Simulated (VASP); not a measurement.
# Ni (Fm-3m) in VASP: notebook

One crystal, Ni, is run at these levels: PBE; tasks: relaxation of cell and atoms.

Program: VASP 6.6.1. These are calculated values, not measurements. Logs are shortened: lines on timing, memory, paths and dates and some standing lists are left out, and cuts for length are marked.

## 1. The crystal as given

Symmetry: Fm-3m, No. 225, cubic system. Conventional cell: a = 3.524 Å, b = 3.524 Å, c = 3.524 Å, α = 90.00°, β = 90.00°, γ = 90.00°. Ni (site symmetry m-3m) is surrounded by 12 Ni at 2.49 Å.

## 2. Relaxation of cell and atoms, PBE, collinear spin, ferromagnetic start

INCAR

```
  PREC = Accurate
  ENCUT = 350
  EDIFF = 1E-7
  ISMEAR = 0
  SIGMA = 0.1
  LREAL = F
  LASPH = T
  NELM = 120
  ALGO = Fast
  ISIF = 3
  LWAVE = F
  LCHARG = F
  ISPIN = 2
  MAGMOM = 0.8
  LORBIT = 11
  LMAXMIX = 4
  GGA = PE
  IBRION = 2
  NSW = 80
  EDIFFG = -0.002
```

KPOINTS

```
regular mesh
0
Gamma
  20 20 20
```

POSCAR

```
Ni
1.0
    0.0000000000      1.7619350000      1.7619350000
    1.7619350000      0.0000000000      1.7619350000
    1.7619350000      1.7619350000      0.0000000000
Ni
1
Direct
    0.0000000000      0.0000000000      0.0000000000
```

Potentials or basis: VASP PAW PBE potentials, release 64 (Ni).

The run is started by

```console
$ cat potpaw_PBE.64/Ni/POTCAR > POTCAR
$ mpirun -np 1 vasp_std > vasp.out
```

OUTCAR:

```text
PREC = Accurate
   ENCUT = 350
   EDIFF = 1E-7
   ISMEAR = 0
   LREAL = F
   LASPH = T
   NELM = 120
   ISIF = 3
   ISPIN = 2
   LORBIT = 11
   GGA = PE
   IBRION = 2
   NSW = 80
   EDIFFG = -0.002

 ion  position               nearest neighbor table
   1  0.000  0.000  0.000-

  LATTYP: Found a face centered cubic cell.
 ALAT       =     3.5238700000

  Lattice vectors:

 A1 = (   0.0000000000,   1.7619350000,   1.7619350000)
 A2 = (   1.7619350000,   0.0000000000,   1.7619350000)
 A3 = (   1.7619350000,   1.7619350000,   0.0000000000)

Analysis of symmetry for initial positions (statically):
=====================================================================
 Subroutine PRICEL returns:
 Original cell was already a primitive cell.

 Routine SETGRP: Setting up the symmetry group for a
 face centered cubic supercell.

 Subroutine GETGRP returns: Found 48 space group operations
 (whereof 48 operations were pure point group operations)
 out of a pool of 48 trial point group operations.

The static configuration has the point symmetry O_h .

Analysis of symmetry for dynamics (positions and initial velocities):
=====================================================================
 Subroutine PRICEL returns:
 Original cell was already a primitive cell.

 Routine SETGRP: Setting up the symmetry group for a
 face centered cubic supercell.

 Subroutine GETGRP returns: Found 48 space group operations
 (whereof 48 operations were pure point group operations)
 out of a pool of 48 trial point group operations.

The dynamic configuration has the point symmetry O_h .

Analysis of structural, dynamic, and magnetic symmetry:
=====================================================================
 Subroutine PRICEL returns:
 Original cell was already a primitive cell.

 Routine SETGRP: Setting up the symmetry group for a
 face centered cubic supercell.

 Subroutine GETGRP returns: Found 48 space group operations
 (whereof 48 operations were pure point group operations)
 out of a pool of 48 trial point group operations.

The overall configuration has the point symmetry O_h .

 Subroutine INISYM returns: Found 48 space group operations
 (whereof 48 operations are pure point group operations),
 and found     1 'primitive' translations

----------------------------------------------------------------------------------------

                                     Primitive cell

  volume of cell :      10.9396

  direct lattice vectors                    reciprocal lattice vectors
     0.000000000  1.761935000  1.761935000    -0.283778914  0.283778914  0.283778914
     1.761935000  0.000000000  1.761935000     0.283778914 -0.283778914  0.283778914
     1.761935000  1.761935000  0.000000000     0.283778914  0.283778914 -0.283778914

  length of vectors
     2.491752373  2.491752373  2.491752373     0.491519496  0.491519496  0.491519496

  position of ions in fractional coordinates (direct lattice)
     0.000000000  0.000000000  0.000000000

  ion indices of the primitive-cell ions
   primitive index   ion index
                 1           1

----------------------------------------------------------------------------------------

 KPOINTS: regular mesh

Automatic generation of k-mesh.
 Grid dimensions read from file:
 generate k-points for:   20   20   20

 Generating k-lattice:

  Cartesian coordinates                     Fractional coordinates (reciprocal lattice)
    -0.014188946  0.014188946  0.014188946     0.050000000  0.000000000  0.000000000
     0.014188946 -0.014188946  0.014188946     0.000000000  0.050000000  0.000000000
     0.014188946  0.014188946 -0.014188946     0.000000000  0.000000000  0.050000000

  Length of vectors
     0.024575975  0.024575975  0.024575975

  Shift w.r.t. Gamma in fractional coordinates (k-lattice)
     0.000000000  0.000000000  0.000000000

 Subroutine IBZKPT returns following result:
 ===========================================

 Found    256 irreducible k-points:

 Following reciprocal coordinates:
            Coordinates               Weight
  0.000000  0.000000  0.000000      1.000000
  0.050000  0.000000  0.000000      8.000000
  0.100000  0.000000  0.000000      8.000000
  0.150000  0.000000  0.000000      8.000000
  0.200000  0.000000  0.000000      8.000000
  0.250000  0.000000  0.000000      8.000000
[... 16 lines left out ...]
 -0.400000  0.050000  0.000000     24.000000
 -0.350000  0.050000  0.000000     24.000000
 [... further k-points ...]
   k-points           NKPTS =    256   k-points in BZ     NKDIM =    256   number of bands    NBANDS=      9
   number of dos      NEDOS =    301   number of ions     NIONS =      1
   total plane-waves  NPLWV =   4096
   dimension x,y,z NGX =    16 NGY =   16 NGZ =   16
   dimension x,y,z NGXF=    32 NGYF=   32 NGZF=   32
   ions per type =               1
   NGX,Y,Z   is equivalent  to a cutoff of  10.67, 10.67, 10.67 a.u.
   NGXF,Y,Z  is equivalent  to a cutoff of  21.35, 21.35, 21.35 a.u.
 SYSTEM =  unknown system
   PREC   = accura    normal or accurate (medium, high low for compatibility)
   ISTART =      0    job   : 0-new  1-cont  2-samecut
   ICHARG =      2    charge: 1-file 2-atom 10-const
   ISPIN  =      2    spin polarized calculation?
   LNONCOLLINEAR =      F non collinear calculations
   LSORBIT =      F    spin-orbit coupling
   LASPH  =      T    aspherical Exc in radial PAW
   ENCUT  =  350.0 eV  25.72 Ry    5.07 a.u.   3.80  3.80  3.80*2*pi/ulx,y,z
   NELM   =    120;   NELMIN=  2; NELMDL= -5     # of ELM steps
   EDIFF  = 0.1E-06   stopping-criterion for ELM
   LREAL  =      F    real-space projection
   EDIFFG = -.2E-02   stopping-criterion for IOM
   NSW    =     80    number of steps for IOM
   IBRION =      2    ionic relax: 0-MD 1-quasi-New 2-CG
   NFREE  =      1    steps in history (QN), initial steepest desc. (CG)
   ISIF   =      3    stress and relaxation
   ISYM   =      2    0-nonsym 1-usesym 2-fastsym
   POTIM  = 0.5000    time-step for ionic-motion
   TEBEG  =    0.0;   TEEND  =   0.0 temperature during run
   PSTRESS=    0.0 pullay stress
   NELECT =      10.0000    total number of electrons
   NUPDOWN=      -1.0000    fix difference up-down
   EMIN   =  10.00;   EMAX   =-10.00  energy-range for DOS
   EFERMI =   0.00;   METHOD = LEGACY
   ISMEAR =     0;   SIGMA  =   0.10  broadening in eV -4-tet -1-fermi 0-gaus
   EFERMI_NEDOS =   21; number of points for ismear=-14 and -15
   IALGO  =     68    algorithm
   IMIX   =      4    mixing-type and parameters
     AMIX     =   0.40;   BMIX     =  1.00
     AMIX_MAG =   1.60;   BMIX_MAG =  1.00
  volume/ion in A,a.u.               =      10.94        73.82
  Fermi-wavevector in a.u.,A,eV,Ry     =   1.588821  3.002436 34.345893  2.524352
  Thomas-Fermi vector in A             =   2.687765
   LORBIT       =     11    0 simple, 1 ext, 2 COOP (PROOUT), +10 PAW based schemes
   GGA     = PE    functional components
   LHFCALC =     F    Hartree Fock is set to
   AEXX    =    0.0000 exact exchange contribution
   IVDW    =     0    specifies the selected vdW correction
   LEPSILON=     F    determine dielectric tensor
   LRPA    =     F    only Hartree local field effects (RPA)
 conjugate gradient relaxation of ions
 spin polarized calculation
 RMM-DIIS sequential band-by-band and
 Gauss-broadening in eV      SIGMA  =   0.10
  energy-cutoff  :      350.00
  volume of cell :       10.94
 maximum number of plane-waves:       170
   NGX =  7   NGY =  7   NGZ =  7

--------------------------------------- Ionic step        1  -------------------------------------------

 number of electron      10.0000005 magnetization       0.6299317

 Free energy of the ion-electron system (eV)
  ---------------------------------------------------
  ext. energy  EPLUGINS =         0.00000000
  ---------------------------------------------------
  free energy    TOTEN  =        -5.48097150 eV

  energy without entropy =       -5.47216407  energy(sigma->0) =       -5.47656778

------------------------ aborting loop because EDIFF is reached ----------------------------------------

  FORCE on cell =-STRESS in cart. coord.  units (eV):
  Direction    XX          YY          ZZ          XY          YZ          ZX
  --------------------------------------------------------------------------------------
  -------------------------------------------------------------------------------------
  Total       -0.0953484     -0.0953484     -0.0953484      0.0000000      0.0000000     -0.0000000
  in kB      -13.9644678    -13.9644678    -13.9644678      0.0000000      0.0000000     -0.0000000
  external PRESSURE =     -13.9644678 kB  Pullay stress =       0.0000000 kB
[... 230 lines left out ...]
  energy  without entropy=       -5.4725880018  energy(sigma->0) =       -5.47695707

--------------------------------------- Ionic step        8  -------------------------------------------

 number of electron      10.0000001 magnetization       0.6289217

 Free energy of the ion-electron system (eV)
  ---------------------------------------------------
  ext. energy  EPLUGINS =         0.00000000
  ---------------------------------------------------
  free energy    TOTEN  =        -5.48132672 eV

  energy without entropy =       -5.47258946  energy(sigma->0) =       -5.47695809

 E-fermi :   9.4086     XC(G=0): -13.2679

 val. band max:        9.4052244213   @ k =   0.3500   0.2500   0.0500
 cond. band min:       9.4086790740   @ k =  -0.4500   0.5000   0.0500
 fundamental gap:      0.0034546527
 Fermi energy:         9.4086205167

 spin component 1

 k-point     1 :       0.0000    0.0000    0.0000
  band No.  band energies     occupation
      1       0.3763      1.00000
      2       6.9632      1.00000
      3       6.9632      1.00000
      4       6.9632      1.00000
      5       8.1449      1.00000
      6       8.1449      1.00000
      7      33.1392      0.00000
      8      37.0089      0.00000
      9      37.0089      0.00000
[... 265 lines left out ...]
 k-point    24 :      -0.3500    0.0500    0.0000
  band No.  band energies     occupation
      1       4.2094      1.00000
      2       7.0512      1.00000
      3       7.1063      1.00000
      4       7.2233      1.00000
      5       8.4761      1.00000
      6       8.8260      1.00000
      7      18.5529      0.00000
      8      31.1056      0.00000
      9      33.4739      0.00000

 [... further k-points ...]

 spin component 2

 k-point     1 :       0.0000    0.0000    0.0000
  band No.  band energies     occupation
      1       0.3398      1.00000
      2       7.7215      1.00000
      3       7.7215      1.00000
      4       7.7215      1.00000
      5       8.7324      1.00000
      6       8.7324      1.00000
      7      32.9734      0.00000
      8      36.9880      0.00000
      9      36.9880      0.00000
[... 265 lines left out ...]
 k-point    24 :      -0.3500    0.0500    0.0000
  band No.  band energies     occupation
      1       4.4237      1.00000
      2       7.5856      1.00000
      3       7.6989      1.00000
      4       7.7409      1.00000
      5       9.2093      0.99759
      6       9.5229      0.05307
      7      18.7975      0.00000
      8      31.0710      0.00000
      9      33.4725      0.00000

 [... further k-points ...]
[... 5 lines left out ...]
  --------------------------------------------------------------------------------------
  -------------------------------------------------------------------------------------
  Total       -0.0009066     -0.0009066     -0.0009066      0.0000000      0.0000000     -0.0000000
  in kB       -0.1337160     -0.1337160     -0.1337160      0.0000000      0.0000000     -0.0000000
  external PRESSURE =      -0.1337160 kB  Pullay stress =       0.0000000 kB
[... 16 lines left out ...]
  FREE ENERGIE OF THE ION-ELECTRON SYSTEM (eV)
  ---------------------------------------------------
  free  energy   TOTEN  =        -5.4813267217 eV

  energy  without entropy=       -5.4725894578  energy(sigma->0) =       -5.47695809

 reached required accuracy - stopping structural energy minimisation

 total charge

# of ion       s       p       d       tot
------------------------------------------
    1        0.499   0.500   8.305   9.304

 magnetization (x)

# of ion       s       p       d       tot
------------------------------------------
    1       -0.007  -0.025   0.673   0.641
```

It took 53 s on 1 thread of Intel Xeon Platinum 8559C (Emerald Rapids), shared host; peak memory 0.15 GiB.

What came out:

| Quantity | Value |
| --- | --- |
| Free energy | -5.4813 eV |
| Relaxed volume | 10.86 Å³/atom |
| Relaxed cell | a = 2.486 Å, b = 2.486 Å, c = 2.486 Å, α = 60.00°, β = 60.00°, γ = 60.00° |
| Space group after relaxing (to 0.05 Å) | Fm-3m (No. 225) |
| Energy gained by relaxing | 0.4 meV/atom |
| Ionic steps | 8 |
| Pressure after relaxing | 0.0 GPa |
| Band gap on the k mesh | none (metal or under the smearing width) |
| Net moment | 0.63 μB per cell |
| Site moments | Ni +0.64 μB |
| Valence electrons inside the program's atomic spheres | Ni 9.30 |

Step by step:
| step | energy change (eV) | largest force (eV/Å) | pressure (GPa) | volume (Å³) |
| --- | --- | --- | --- | --- |
| 1 | 0.0000 | 0.0000 | -1.40 | 10.94 |
| 2 | -0.0001 | 0.0000 | 1.33 | 10.79 |
| 3 | -0.0004 | 0.0000 | -0.05 | 10.86 |
| 4 | -0.0004 | 0.0000 | 0.12 | 10.86 |
| 5 | -0.0004 | 0.0000 | -0.09 | 10.87 |
| 6 | -0.0004 | 0.0000 | 0.04 | 10.86 |
| 7 | -0.0004 | 0.0000 | -0.10 | 10.86 |
| 8 | -0.0004 | 0.0000 | -0.01 | 10.86 |

Final structure:
```
Ni
1.0
     0.00000    1.75782    1.75782
     1.75782    0.00000    1.75782
     1.75782    1.75782    0.00000
Ni
1
Direct
  0.00000 0.00000 0.00000
```

(Continued in part 2 of 2.)
